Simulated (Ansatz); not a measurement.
# Fe (fcc): energy against volume

Level of theory: DFT, revPBE, plane waves (420 eV) with PAW, scalar-relativistic (Ansatz 0.2.0). (PAW data from PBE, frozen cores regenerated.)

The cell is scaled uniformly from the relaxed one, with fractional coordinates and shape fixed. Energies are extrapolated to zero smearing, pressures are those at the given smearing. Magnetic state: spin not included. It is not the lowest magnetic state of this structure.

A Birch-Murnaghan fit gives V₀ = 10.41 Å³/atom, B₀ = 272 GPa, B₀′ = 4.6.

Q: What are the energy above the minimum and the pressure at 9.182 Å³/atom?

A: 156.8 meV/atom and 46.38 GPa as computed.

Q: What are the energy above the minimum and the pressure at 11.269 Å³/atom?

A: 51.4 meV/atom and -17.24 GPa as computed.

Q: What are the energy above the minimum and the pressure at 11.686 Å³/atom?

A: 106.4 meV/atom and -23.37 GPa as computed.
